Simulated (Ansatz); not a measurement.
# Si8O: the cost of one run

Method: DFT PBE+D3(BJ), scalar-relativistic, plane waves, PAW, in Ansatz 0.2.0.

### 1 Starting point

The structure is monoclinic, space group Pm (No. 6). Conventional cell: a = 6.313 Å, b = 3.816 Å, c = 21.232 Å, α = 90.00°, β = 90.00°, γ = 90.00°. Si (site symmetry m) is surrounded by 3 Si at 2.34 to 2.36 Å. Si (site symmetry m) has 4 Si at 2.34 to 2.36 Å as nearest neighbours. Around Si (site symmetry m) lie 4 Si at 2.29 to 2.36 Å. Si (site symmetry m) has 3 Si at 2.23 to 2.29 Å as nearest neighbours. Only part of the 9 independent sites is listed.

Coordinates:

```cif
data_structure
_symmetry_space_group_name_H-M 'P 1'
_symmetry_Int_Tables_number 1
_cell_length_a 3.8155
_cell_length_b 6.3129
_cell_length_c 21.2319
_cell_angle_alpha 90.000
_cell_angle_beta 90.000
_cell_angle_gamma 90.000
_cell_volume 511.41
loop_
_atom_site_label
_atom_site_type_symbol
_atom_site_fract_x
_atom_site_fract_y
_atom_site_fract_z
_atom_site_occupancy
Si1 Si 0.00000 0.93690 0.18840 1
Si2 Si 0.00000 0.56310 0.18840 1
Si3 Si 0.50000 0.43690 0.24027 1
Si4 Si 0.50000 0.06310 0.24027 1
Si5 Si 0.50000 0.93327 0.34466 1
Si6 Si 0.50000 0.56673 0.34466 1
Si7 Si 0.00000 0.42663 0.38771 1
Si8 Si 0.00000 0.07337 0.38771 1
O1 O 0.50000 0.42663 0.52901 1
```

This is the geometry of the first run shown, built on a cell relaxed beforehand with the same method.

### 2 The scan

Atoms count from 1 in the order of the input.

O is moved over the surface cell at a fixed height above a rigid substrate; the origin of the map has the adsorbate above Si7; the height is held at 3.00 Å.

The axes are (1) position of O9 along the first surface vector, from above Si7: 6 values from 0.000 to 0.833, periodic; (2) position of O9 along the second surface vector, from above Si7: 6 values from 0.000 to 0.833, periodic.

Nothing else is relaxed. Points are written as (first, second).

The two vectors of the plane (Å): (3.816, 0.000, 0.000); (0.000, 6.313, 0.000).

### 3 Point (3/6, 0/6) of the map's two axes

The cell repeats along c, and a dipole correction in the vacuum removes the field between the copies.

File input.yaml:

```yaml
crystal:
  lattice:
    - [3.8155170162, 0.0, 0.0]
    - [0.0, 6.3129357571, 0.0]
    - [0.0, 0.0, 21.2318711493]
  atoms:
    - { symbol: Si, position: [0.0, 0.9369021391, 0.188396019] }
    - { symbol: Si, position: [0.0, 0.5630978609, 0.188396019] }
    - { symbol: Si, position: [0.5, 0.4369021391, 0.240272977] }
    - { symbol: Si, position: [0.5, 0.0630978609, 0.240272977] }
    - { symbol: Si, position: [0.5, 0.9332664458, 0.3446595289] }
    - { symbol: Si, position: [0.5, 0.5667335542, 0.3446595289] }
    - { symbol: Si, position: [0.0, 0.4266292824, 0.3877129383] }
    - { symbol: Si, position: [0.0, 0.0733707176, 0.3877129383] }
    - { symbol: O, position: [0.5, 0.4266292824, 0.5290099526], spin: 2.0 }
basis:
  ecutwfc: 420
kpoints:
  mp_grid: { grid: [7, 4, 1] }
hamiltonian:
  xc: pbe
  pseudopotentials: { kind: paw, azcp: { folder: soft_1 } }
  dispersion: d3bj
scf:
  occupations: { method: gaussian, width: 0.05 }
output:
  forces: true
  eigenvalues: true
  populations: true
magnetization:
  spin_polarized: true
efield:
  axis: 3
  dipole_correction: true
  ramp_width: 0.04
```

Command:

```console
ansatz run input.yaml --threads 1 --pin off --max-ram 3072MiB --backend cpu --events-out ev --progress --plain --runs-dir out
```

What time and memory should one allow on 1 thread of Intel Xeon 6975P-C (Granite Rapids), shared host?

About 50 s, with a peak of 0.76 GiB.
